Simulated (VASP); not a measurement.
## How uniaxial stress along [001] changes BN (F-43m)

Strain engineering needs slopes: what does uniaxial stress along [001] do to the lattice and the band edges of BN?

Method: LDA; plane waves and PAW (B, N), in the first sound run; inputs show where later runs differ, in VASP 6.6.1.

Report form: the programs' logs are mostly left out.

### 1. The starting structure

It takes space group F-43m (No. 216, cubic). The conventional cell has a = 3.616 Å, b = 3.616 Å, c = 3.616 Å, α = 90.00°, β = 90.00°, γ = 90.00°. Nearest to B lie 4 N at 1.57 Å. Nearest to N lie 4 B at 1.57 Å. Farther neighbours and most contacts between anions are not listed.

Structure file:

```cif
data_structure
_symmetry_space_group_name_H-M 'P 1'
_symmetry_Int_Tables_number 1
_cell_length_a 2.5569
_cell_length_b 2.5569
_cell_length_c 2.5569
_cell_angle_alpha 60.000
_cell_angle_beta 60.000
_cell_angle_gamma 60.000
_cell_volume 11.82
loop_
_atom_site_label
_atom_site_type_symbol
_atom_site_fract_x
_atom_site_fract_y
_atom_site_fract_z
_atom_site_occupancy
B1 B 0.00000 0.00000 0.00000 1
N2 N 0.25000 0.25000 0.25000 1
```

### 2. Relax the crystal, LDA

The series starts from the cell that this level prefers, so that zero strain is near zero stress.

This step took 2 runs in a row; the last is shown.

Level: LDA; plane waves and PAW (B, N).

INCAR reads:

```
SYSTEM = BN
PREC = Accurate
ENCUT = 600
EDIFF = 1E-07
NELM = 120
ISMEAR = 0
SIGMA = 0.02
LREAL = .FALSE.
ALGO = Normal
GGA = CA
NBANDS = 10
LASPH = .TRUE.
LORBIT = 11
LWAVE = .FALSE.
LCHARG = .FALSE.
KPAR = 16
IBRION = 2
NSW = 40
ISIF = 3
EDIFFG = -0.005
POTIM = 0.4
```

POSCAR reads:

```
BN
1.0
    0.0000000000      1.7913124887      1.7913124887
    1.7913124887      0.0000000000      1.7913124887
    1.7913124887      1.7913124887      0.0000000000
B N
1 1
Direct
    0.0000000000      0.0000000000      0.0000000000
    0.2500000000      0.2500000000      0.2500000000
```

KPOINTS reads:

```
Automatic mesh
0
Gamma
14 14 14
0 0 0
```

Potentials, in the order of the species: B and N (LDA family, release 64).

Command:

```console
mpirun -np 16 vasp_std
```

It took 1.6 s on 16 MPI ranks of Intel Xeon 6975P-C (Granite Rapids), shared host; peak memory 1.9 GiB.

This run gave:

```
energy(sigma→0) of the program : -19.4164 eV
stress, compression positive   : xx, yy, zz 0.03, 0.03, 0.03 GPa
volume                         : 11.496 Å³
ionic steps                    : 1
```

### 3. Strain across the axis, LDA

One member in full: the axis is strained by -2 %, and the two directions across it are strained alike until their mean stress is under 0.012 GPa or five steps are spent.

This step took 3 runs, each at a new trial strain with the atoms of the one before; the last is shown.

Level: LDA; plane waves and PAW (B, N); cell typed or built by script.

INCAR, as its differences from that of step 2:

```diff
@@ -15,7 +15,7 @@
 LCHARG = .FALSE.
-KPAR = 16
-IBRION = 2
-NSW = 40
-ISIF = 3
-EDIFFG = -0.005
-POTIM = 0.4
+KPAR = 4
+IBRION = 1
+NSW = 25
+ISIF = 2
+EDIFFG = -0.004
+POTIM = 0.3
```

POSCAR reads:

```
BN
1.0
    0.0000000000      1.7986272650      1.7554862390
    1.7986272650      0.0000000000      1.7554862390
    1.7986272650      1.7986272650      0.0000000000
B N
1 1
Direct
    0.0000000000      0.0000000000      0.0000000000
    0.2500000000      0.2500000000      0.2500000000
```

KPOINTS is that of step 2.

Command:

```console
mpirun -np 4 vasp_std
```

Elapsed: 4.8 s, on 4 MPI ranks; peak memory 0.52 GiB; 15 s of CPU time.

This run gave:

```
energy(sigma→0) of the program : -19.4052 eV
stress, compression positive   : xx, yy, zz 0.00, 0.00, 14.95 GPa
ionic steps                    : 1
```

### 4. Band edges, HSE06

Short lines in KPOINTS_OPT sample the zone centre along and across the axis, for masses, and the other valleys.

Level: HSE06; plane waves and PAW (B, N); cell typed or built by script.

INCAR reads:

```
SYSTEM = BN
PREC = Accurate
ENCUT = 600
EDIFF = 1E-06
NELM = 100
ISMEAR = 0
SIGMA = 0.02
LREAL = .FALSE.
ALGO = Normal
LHFCALC = .TRUE.
AEXX = 0.25
GGA = PE
HFSCREEN = 0.2
LASPH = .TRUE.
NBANDS = 9
PRECFOCK = Fast
LWAVE = .FALSE.
LCHARG = .FALSE.
KPAR = 4
```

POSCAR is that of step 3.

KPOINTS reads:

```
Automatic mesh
0
Gamma
7 7 7
0 0 0
```

KPOINTS_OPT reads:

```
Line mode
6
Line-mode
Reciprocal
  0.00000000   0.00000000   0.00000000
  0.01396972   0.01396972  -0.00000000

  0.00000000   0.00000000   0.00000000
  0.00000000  -0.01431302  -0.01431302

  0.31000000   0.31000000   0.00000000
  0.50000000   0.50000000   0.00000000

  0.00000000   0.31000000   0.31000000
  0.00000000   0.50000000   0.50000000

  0.45000000   0.45000000   0.45000000
  0.50000000   0.50000000   0.50000000

  0.45000000   0.00000000   0.00000000
  0.50000000   0.00000000   0.00000000

  0.42500000   0.42500000   0.00000000
  0.42500000   0.43931302   0.01431302

  0.50000000   0.50000000   0.50000000
  0.48987917   0.51012083   0.50000000
```

Command:

```console
mpirun -np 4 vasp_std
```

The job ended after 84 s (4 MPI ranks; peak memory 0.93 GiB).

Read from the output:

```
energy(sigma→0) of the program : -20.4381 eV
```

### 5. The table

Hybrid runs start from orbitals of a short LDA run, not shown.

Runs beyond LDA use the data sets made with LDA; this shifts their levels slightly, and their total energies have another zero.

The other members went through these steps as far as the tables show, with the same cutoff and, step by step, the same mesh; 43 runs are not shown. The session took 0.90 core hours (wall time by ranks) on a shared machine.

```csv
strain along the axis (%),strain across the axis (%),"stress along the axis, tension positive (GPa)",energy above the unstrained row (meV/atom),"gap on the mesh, LDA (eV)"
-2.000,0.408,-14.952,5.605,3.941
-1.500,0.302,-11.237,3.195,4.049
-1.000,0.199,-7.508,1.458,4.158
-0.500,0.099,-3.767,0.390,4.266
0,0.004,-0.015,0.000,4.375
0.500,-0.090,3.738,0.290,4.316
1.000,-0.180,7.500,1.242,4.258
1.500,-0.267,11.263,2.866,4.201
2.000,-0.350,15.027,5.156,4.145
```

Slopes at zero strain, from cubics through all rows: strain ratio -0.190, stress over strain 751 GPa.

Band edges at HSE06, counted from the valence-band top at Γ, with one row partly withheld:

```csv
strain along the axis (%),gap (eV),conduction band at Γ (eV),Δ or X valley along z (eV),Δ or X valley along x (eV),"lowest conduction level at L, [111] (eV)","lowest conduction level at L, [-111] (eV)",second valence level below the top (eV),third valence level below the top (eV)
-2.000,5.389,10.495,5.389,5.836,11.957,11.957,0.241,0.241
-1.500,5.498,10.546,5.498,5.832,12.050,12.050,0.181,0.181
-1.000,?,10.598,?,5.829,12.133,12.133,0.121,0.121
-0.500,5.717,10.651,5.717,5.827,12.196,12.196,0.061,0.061
0,5.827,10.704,5.827,5.827,12.219,12.219,0.000,0.000
0.500,5.768,10.654,5.875,5.768,12.130,12.130,0.000,0.061
1.000,5.708,10.604,5.922,5.708,11.998,11.998,0.000,0.122
1.500,5.650,10.555,5.968,5.650,11.844,11.844,0.000,0.184
2.000,5.592,10.505,6.014,5.592,11.681,11.681,0.000,0.246
```

### 6. Fit and prediction

The quantity to fit is the splitting of the Δ or X valleys (z less x) at HSE06: -0.448, -0.333, -0.110, -0.001, 0.107, 0.214, 0.319, 0.422 eV in the rows shown.

A least-squares parabola through the 8 rows shown, with d the strain along the axis less the strain across it, in %: E = − 0.001353 d² + 0.1826 d + 3.93e-5 (eV), r.m.s. residual 8.0e-5 eV.

For the withheld row, d = -1.199, the fit gives -0.2209 eV.

### 7. Checking the prediction

The calculation gives -0.2210 eV, so the prediction is 0.0001 eV too high.

The splitting is Ξu times d, with d as a fraction, so the linear term gives Ξu = 18.3 eV.

### 8. Results

| Quantity | Value |
| --- | --- |
| Poisson ratio | 0.190 |
| Young's modulus along the axis | 751 GPa |
| gap of the unstrained cell, HSE06 | 5.83 eV |
| shear deformation potential Ξu of the Δ or X valleys | 18.3 eV |
| error of the predicted row | 0.1 meV |
| valence shear potential \|b\|, HSE06 | 3.42 eV |

**Reading.** As a check, the curvature of the energy gives 752 GPa for the same modulus (energy per volume = E/2 × strain²), 0 % from the slope of the stress. The energy also has a linear term worth 0.29 GPa that the stress column lacks, a mark of the finite basis. At HSE06 the lowest conduction valley is Δ or X throughout, and the gap runs between 5.39 and 5.83 eV. Without spin-orbit coupling the three valence levels split by 3|b| times the difference of the strains; the rows within 1 % give |b| = 3.42 eV. Hole masses are left out throughout, since the top bands are degenerate or cross in many series; of conduction masses, those of the Γ, L and (for Si and Ge under (001) strain) Δ valleys are kept where they change by under an eighth between rows. HSE06 ran on a coarser mesh than the semilocal levels. Spin-orbit coupling is left out at HSE06, so the valence splittings there lack it. Δ or X levels are the lowest on their line, refined by a parabola unless they lie at X; the gap is read from all points sampled and can differ from the lowest valley by some meV, or by tens of meV where strain moves the valence top off Γ. Temperature, zero-point motion and excitons are left out.

[Lines on the potential files, build, host, timing and source positions are cut from VASP's logs without a mark.]

[Logs are printed without paths, hosts, clocks, repeated set-up lines and the standing remarks that a program may print on its own settings, such as how far it seeks lower states.]

[Hosts, paths, dates, database ids (printed as entryN), source tags and the programs' standing remarks are cut or masked in the printed files.]

[In band tables of VASP the shares of atoms and orbitals are scaled to a sum of 1 inside the atoms' spheres.]
